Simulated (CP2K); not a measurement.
# Zr in CP2K: work function with PBE

Aim: the work function of Zr with PBE.

Program: CP2K 2026.2. These are calculated values, not measurements. Logs are shortened: lines on timing, memory, paths and dates and some standing lists are left out, and cuts for length are marked.

## 1. The cell of the first run

The cell holds a slab with vacuum, 7 atoms: a = 3.189 Å, b = 4.510 Å, c = 24.567 Å, α = 90.00°, β = 90.00°, γ = 90.00°.

## 2. Work function, PBE (the (1 1 0) slab of Zr, cut from the database cell, not relaxed)

Input file zr_workfunction.inp:

```
&GLOBAL
  PROJECT zr_workfunction
  RUN_TYPE ENERGY_FORCE
  PRINT_LEVEL LOW
&END GLOBAL
&FORCE_EVAL
  METHOD QS
  &DFT
    BASIS_SET_FILE_NAME BASIS_MOLOPT_UZH
    POTENTIAL_FILE_NAME POTENTIAL_UZH
    &MGRID
      CUTOFF 450
      REL_CUTOFF 60
      NGRIDS 5
    &END MGRID
    &QS
      METHOD GPW
      EPS_DEFAULT 1.0E-10
    &END QS
    &KPOINTS
      SCHEME MONKHORST-PACK 8 6 1
      GAMMA_CENTERED T
      SYMMETRY T
      SYMMETRY_BACKEND SPGLIB
    &END KPOINTS
    &SCF
      SCF_GUESS ATOMIC
      EPS_SCF 1.0E-6
      MAX_SCF 100
      ADDED_MOS 41
      CHOLESKY OFF
      EPS_EIGVAL 1.0E-7
      &DIAGONALIZATION ON
        ALGORITHM STANDARD
      &END DIAGONALIZATION
      &MIXING ON
        METHOD BROYDEN_MIXING
        ALPHA 0.2
        BETA 1.5
        NBUFFER 8
      &END MIXING
      &SMEAR ON
        METHOD FERMI_DIRAC
        ELECTRONIC_TEMPERATURE [K] 580.226
      &END SMEAR
    &END SCF
    &XC
      &XC_FUNCTIONAL PBE
      &END XC_FUNCTIONAL
    &END XC
    &PRINT
      &KPOINTS ON
      &END KPOINTS
      &MULLIKEN ON
      &END MULLIKEN
      &MO ON
        ENERGIES T
        OCCUPATION_NUMBERS T
        &EACH
          QS_SCF 0
        &END EACH
        ADD_LAST NUMERIC
      &END MO
      &LOWDIN ON
      &END LOWDIN
      &HIRSHFELD ON
        SHAPE_FUNCTION DENSITY
      &END HIRSHFELD
      &E_DENSITY_CUBE ON
        STRIDE 1
      &END E_DENSITY_CUBE
      &V_HARTREE_CUBE ON
        STRIDE 1
      &END V_HARTREE_CUBE
      &ELF_CUBE ON
        STRIDE 1
      &END ELF_CUBE
    &END PRINT
  &END DFT
  &SUBSYS
    &CELL
      ABC 3.1890515832 4.5100000000 24.5671547495
      ALPHA_BETA_GAMMA 90.0000000000 90.0000000000 90.0000000000
      PERIODIC XYZ
    &END CELL
    &COORD
      Zr  1.5945257916 2.2550000000 7.5000000000
      Zr  0.0000000000 0.0000000000 9.0945257916
      Zr  1.5945257916 2.2550000000 10.6890515832
      Zr  0.0000000000 0.0000000000 12.2835773747
      Zr  1.5945257916 2.2550000000 13.8781031663
      Zr  0.0000000000 0.0000000000 15.4726289579
      Zr  1.5945257916 2.2550000000 17.0671547495
    &END COORD
    &KIND Zr
      BASIS_SET TZVP-MOLOPT-PBE-GTH-q12
      POTENTIAL GTH-PBE-q12
    &END KIND
    &PRINT
      &ATOMIC_COORDINATES ON
      &END ATOMIC_COORDINATES
      &CELL ON
      &END CELL
    &END PRINT
  &END SUBSYS
  &PRINT
    &FORCES ON
    &END FORCES
  &END PRINT
&END FORCE_EVAL
```

Potentials or basis: POTENTIAL_UZH Zr GTH-PBE-q12; TZVP-MOLOPT-PBE-GTH basis.

Command:

```console
> OMP_NUM_THREADS=1 mpirun -n 2 cp2k.psmp -i zr_workfunction.inp -o zr_workfunction.out
```

zr_workfunction.out:

```text

 CP2K| version string:                                       CP2K version 2026.2
 CP2K| Input file name                                       zr_workfunction.inp

 GLOBAL| Force Environment number                                              1
 GLOBAL| Basis set file name                                    BASIS_MOLOPT_UZH
 GLOBAL| Potential file name                                       POTENTIAL_UZH
 GLOBAL| MM Potential file name                                     MM_POTENTIAL
 GLOBAL| Coordinate file name                                      __STD_INPUT__
 GLOBAL| Method name                                                        CP2K
 GLOBAL| Project name                                            zr_workfunction
 GLOBAL| Run type                                                   ENERGY_FORCE
 GLOBAL| FFT library                                                       FFTW3
 GLOBAL| Diagonalization library                                       ScaLAPACK
 GLOBAL| Cholesky decomposition library                                ScaLAPACK
 GLOBAL| DGEMM library                                                      BLAS
 GLOBAL| Direct generalized diagonalization requested                          F
 GLOBAL| Matrix multiplication library                                 ScaLAPACK
 GLOBAL| Global print level                                                  LOW
 GLOBAL| Total number of message passing processes                             2
 GLOBAL| Number of threads for this process                                    1
 GLOBAL| CPU model name                                                  UNKNOWN

 CELL| Volume [angstrom^3]:                                           353.340116
 CELL| Vector a [angstrom]:       3.189     0.000     0.000   |a| =     3.189052
 CELL| Vector b [angstrom]:       0.000     4.510     0.000   |b| =     4.510000
 CELL| Vector c [angstrom]:       0.000     0.000    24.567   |c| =    24.567155
 CELL| Angle (b,c), alpha [degree]:                                    90.000000
 CELL| Angle (a,c), beta  [degree]:                                    90.000000
 CELL| Angle (a,b), gamma [degree]:                                    90.000000
 CELL| Numerically orthorhombic:                                             YES
 CELL| Periodicity                                                           XYZ

 CELL_REF| Volume [angstrom^3]:                                       353.340116
 CELL_REF| Vector a [angstrom     3.189     0.000     0.000   |a| =     3.189052
 CELL_REF| Vector b [angstrom     0.000     4.510     0.000   |b| =     4.510000
 CELL_REF| Vector c [angstrom     0.000     0.000    24.567   |c| =    24.567155
 CELL_REF| Angle (b,c), alpha [degree]:                                90.000000
 CELL_REF| Angle (a,c), beta  [degree]:                                90.000000
 CELL_REF| Angle (a,b), gamma [degree]:                                90.000000
 CELL_REF| Numerically orthorhombic:                                         YES
 CELL_REF| Periodicity                                                       XYZ

[... 8 lines left out ...]
 TOTAL NUMBERS AND MAXIMUM NUMBERS

  Total number of            - Atomic kinds:                                   1
                             - Atoms:                                          7
                             - Shell sets:                                     7
                             - Shells:                                        77
                             - Primitive Cartesian functions:                 49
                             - Cartesian basis functions:                    287
                             - Spherical basis functions:                    245

  Maximum angular momentum of- Orbital basis functions:                        3
                             - Local part of the GTH pseudopotential:          2
                             - Non-local part of the GTH pseudopotential:      4

 MODULE QUICKSTEP: ATOMIC COORDINATES IN ANGSTROM

   Atom Kind Element         X             Y             Z       Z(eff)     Mass
      1    1 Zr   40      1.594526      2.255000      7.500000  12.0000  91.2240
      2    1 Zr   40      0.000000      0.000000      9.094526  12.0000  91.2240
      3    1 Zr   40      1.594526      2.255000     10.689052  12.0000  91.2240
      4    1 Zr   40      0.000000      0.000000     12.283577  12.0000  91.2240
      5    1 Zr   40      1.594526      2.255000     13.878103  12.0000  91.2240
      6    1 Zr   40      0.000000      0.000000     15.472629  12.0000  91.2240
      7    1 Zr   40      1.594526      2.255000     17.067155  12.0000  91.2240

 SCF PARAMETERS         Density guess:                                    ATOMIC
                        --------------------------------------------------------
                        max_scf:                                             100
                        max_scf_history:                                       0
                        max_diis:                                              4
[... 5 lines left out ...]
                        --------------------------------------------------------
[... 61 lines left out ...]
     1 NoMix/Diag. 0.20E+00    3.3     1.16261357      -328.5030737774 -3.29E+02
     2 Broy./Diag. 0.20E+00    3.9     0.17602776      -327.8647177139  6.38E-01
     3 Broy./Diag. 0.20E+00    4.0     0.08285642      -327.7833742022  8.13E-02
     4 Broy./Diag. 0.20E+00    3.9     0.05797056      -327.2008336363  5.83E-01
     5 Broy./Diag. 0.20E+00    4.1     0.04345045      -326.4584845011  7.42E-01
     6 Broy./Diag. 0.20E+00    4.1     0.04970877      -326.4062044111  5.23E-02
     7 Broy./Diag. 0.20E+00    4.0     0.00916452      -326.3640074561  4.22E-02
     8 Broy./Diag. 0.20E+00    4.0     0.00403211      -326.3851572649 -2.11E-02
     9 Broy./Diag. 0.20E+00    4.0     0.01023038      -326.4054795600 -2.03E-02
    10 Broy./Diag. 0.20E+00    4.0     0.00135203      -326.4208429950 -1.54E-02
    11 Broy./Diag. 0.20E+00    4.0     0.00355297      -326.4072595110  1.36E-02
[... 16 lines left out ...]
    28 Broy./Diag. 0.20E+00    4.1     0.00003522      -326.4148996013 -7.02E-05
    29 Broy./Diag. 0.20E+00    4.1     0.00001142      -326.4150631292 -1.64E-04
    30 Broy./Diag. 0.20E+00    4.0     0.00000998      -326.4151369628 -7.38E-05
    31 Broy./Diag. 0.20E+00    4.0     0.00000708      -326.4151996460 -6.27E-05
    32 Broy./Diag. 0.20E+00    4.0     0.00000777      -326.4152056003 -5.95E-06
    33 Broy./Diag. 0.20E+00    4.0     0.00000407      -326.4151914866  1.41E-05
    34 Broy./Diag. 0.20E+00    4.0     0.00000318      -326.4151812943  1.02E-05
    35 Broy./Diag. 0.20E+00    4.0     0.00000328      -326.4151708247  1.05E-05
    36 Broy./Diag. 0.20E+00    4.0     0.00000130      -326.4151685335  2.29E-06
    37 Broy./Diag. 0.20E+00    4.0     0.00000094      -326.4151640779  4.46E-06

  *** SCF run converged in    37 steps ***

  Electronic density on regular grids:        -83.9999999999        0.0000000001
  Core density on regular grids:               83.9999999938       -0.0000000062
  Total charge density on r-space grids:       -0.0000000061
  Total charge density g-space grids:          -0.0000000061

  Overlap energy of the core charge distribution:               0.00000000000000
  Self energy of the core charge distribution:               -596.19181450896633
  Core Hamiltonian energy:                                    132.71146684738719
  Hartree energy:                                             178.20896802823520
  Exchange-correlation energy:                                -41.14042031313515
  Electronic entropic energy:                                  -0.00336412886383
  Fermi energy:                                                 0.13093103612941

  Total energy:                                              -326.41516407794444
  Total energy (extrapolated to T->0):                       -326.41348201351252

 MO| EIGENVALUES AND OCCUPATION NUMBERS FOR K POINT 1
 MO|
 MO|  Index      Eigenvalue [a.u.]        Eigenvalue [eV]             Occupation
 MO|      1              -1.671497             -45.483749               2.000000
 MO|      2              -1.671497             -45.483742               2.000000
 MO|      3              -1.651074             -44.928004               2.000000
 MO|      4              -1.650306             -44.907098               2.000000
 MO|      5              -1.649961             -44.897721               2.000000
 MO|      6              -1.649355             -44.881230               2.000000
[... 876 lines left out ...]
 MO|     82               0.611179              16.631031               0.000000
 MO|     83               0.618830              16.839213               0.000000
 MO| Sum:                                                              84.440362
 MO| E(Fermi):            0.130931 a.u.          3.562815 eV

 The electron density is written in Cube    file format to the file:

 zr_workfunction-ELECTRON_DENSITY-1_0.cube

 !-----------------------------------------------------------------------------!
                     Mulliken Population Analysis

 #  Atom  Element  Kind  Atomic population                           Net charge
       1     Zr       1         11.933259                              0.066741
       2     Zr       1         12.061687                             -0.061687
       3     Zr       1         11.988405                              0.011595
       4     Zr       1         12.033298                             -0.033298
       5     Zr       1         11.988406                              0.011594
       6     Zr       1         12.061686                             -0.061686
       7     Zr       1         11.933260                              0.066740
 # Total charge                             84.000000                 -0.000000

 !-----------------------------------------------------------------------------!

 !-----------------------------------------------------------------------------!
                           Hirshfeld Charges

  #Atom  Element  Kind  Ref Charge     Population                    Net charge
      1       Zr     1      12.000         11.948                         0.052
      2       Zr     1      12.000         12.048                        -0.048
      3       Zr     1      12.000         12.003                        -0.003
      4       Zr     1      12.000         12.004                        -0.004
      5       Zr     1      12.000         12.003                        -0.003
      6       Zr     1      12.000         12.048                        -0.048
      7       Zr     1      12.000         11.948                         0.052

  Total Charge                                                            0.000
 !-----------------------------------------------------------------------------!

 LOWDIN POPULATION ANALYSIS

 #  Atom  Element  Kind  Atomic population                           Net charge
       1     Zr       1         11.835337                              0.164663
       2     Zr       1         12.127121                             -0.127121
       3     Zr       1         12.029327                             -0.029327
       4     Zr       1         12.016428                             -0.016428
       5     Zr       1         12.029327                             -0.029327
       6     Zr       1         12.127121                             -0.127121
       7     Zr       1         11.835338                              0.164662
 # Total charge                             84.000000                 -0.000000

               ----- ELF is computed on the real space grid -----

 ELF is written in Cube    file format to the file:

 zr_workfunction-ELF_S1-1_0.cube

 ENERGY| Total FORCE_EVAL ( QS ) energy [hartree]           -326.415166319265325

 FORCES| Atomic forces [hartree/bohr]
 FORCES|   Atom     x               y               z               |f|
 FORCES|      1  3.99702790E-12 -2.24795680E-11  9.53929855E-03   9.53929855E-03
 FORCES|      2  3.08034257E-11  2.89746916E-11 -7.11588405E-03   7.11588405E-03
 FORCES|      3  4.58151254E-12 -2.38997353E-11 -2.04441879E-03   2.04441879E-03
 FORCES|      4  3.79716338E-11  3.72491563E-11 -1.06981074E-08   1.06982396E-08
 FORCES|      5  4.52827401E-12 -2.40824609E-11  2.04442637E-03   2.04442637E-03
 FORCES|      6  3.07059243E-11  2.87387295E-11  7.11584505E-03   7.11584505E-03
 FORCES|      7  3.97625283E-12 -2.26582958E-11 -9.53925648E-03   9.53925648E-03
 FORCES| Sum     1.16564051E-10  1.84251728E-12 -4.46668830E-11
 FORCES| Total atomic force                                       1.24842714E-10
```

Run time: 2.8 min. Hardware: 2 MPI ranks of Arm Neoverse V1, shared host.

What came out:

- Free energy: -8882.2084 eV
- Largest force: 0.491 eV/Å
- Band gap on the k mesh: none (metal or under the smearing width)
- Work function: 3.23 eV
- Work function of the upper face: 3.23 eV
- Work function of the lower face: 3.23 eV

Forces on the atoms (eV/Å):
```
Zr   0.000  0.000  0.491
Zr   0.000  0.000 -0.366
Zr   0.000  0.000 -0.105
Zr   0.000  0.000  0.000
Zr   0.000  0.000  0.105
Zr   0.000  0.000  0.366
Zr   0.000  0.000 -0.491
```

Caveat: the basis of atomic orbitals isn't converged, which shifts pressures, moduli and gaps.
